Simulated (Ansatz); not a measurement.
Sn (I4/mmm), tetragonal deformation path

Theory: DFT PBEsol, scalar-relativistic, plane waves, PAW in Ansatz 0.2.0. Cutoff 420 eV, Γ-centred 28×28×28 k-points, Gaussian smearing of 0.15 eV. No spin polarisation. Energies are free energies at this smearing, counted from the undisturbed cell; pressure is positive in compression.

Reference structure (relaxed at this level; this form isn't the usual structure):

```xyz
1
Lattice="-1.6173 1.6173 2.5339 1.6173 -1.6173 2.5339 1.6173 1.6173 -2.5339" Properties=species:S:1:pos:R:3 pbc="T T T"
Sn    0.0000    0.0000    0.0000
```

At fixed volume and fractional coordinates, lengths along (0.000, 0.000, 1.000) are scaled against those across it; ρ is that ratio over its starting value. The cell is metallic on the mesh throughout. At ρ = 0.903 the cell becomes cubic (Fm-3m), and there the slope of the energy vanishes by symmetry.

```csv
ρ,ΔE (meV/atom),pressure (GPa)
0.850,?,?
0.920,-2.3,0.0
0.960,-2.0,0.0
1.000,0.0,0.0
1.100,14.0,0.2
1.200,48.2,1.0
```

Problem. Give the withheld values.

Solution. ΔE (meV/atom) at ρ = 0.850: -2.9; pressure (GPa) at ρ = 0.850: -0.1.

Cost: 6 runs of about 5.5 core-minutes in all, on Intel Xeon Processor @ 2.50GHz (Skylake/Cascade Lake) (shared hosts).